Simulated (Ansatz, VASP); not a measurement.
# Two plane-wave programs on BAs

```
B As
1.0
     0.00000    2.38394    2.38394
     2.38394    0.00000    2.38394
     2.38394    2.38394    0.00000
B As
1 1
Cartesian
  0.0000 0.0000 0.0000
  3.5759 3.5759 3.5759
```

Alike in both runs: task relaxation of cell and atoms; functional PBEsol; k mesh 10 × 10 × 10; no spin polarisation.

|  | VASP | Ansatz |
| --- | --- | --- |
| version | VASP 6.6.1 | Ansatz 0.2.0 |
| potentials or method | VASP PAW PBE potentials, release 64 (B, As) | scalar-relativistic, plane waves, PAW |
| plane-wave cutoff (eV) | 600 | 420 |
| occupations | gaussian, width 0.01 eV | fixed |
| valence electrons in the cell | 8 | 18 |

```csv
,VASP,Ansatz,Ansatz less VASP
"gap on the k mesh at the Fermi level, each at its own relaxed structure (eV)",1.08,1.08,+0.003
relaxed volume (Å³/atom),13.63,13.55,-0.083
relaxed cell length with the largest relative difference (Å),3.378,3.371,-0.0068
```

The two sets of potentials don't hold the same shells in valence.

Caveats: the PAW data sets were made with another functional, which shifts forces and pressure a little (VASP). Zero-point motion and thermal expansion aren't in these numbers. A k mesh can miss the band edges.
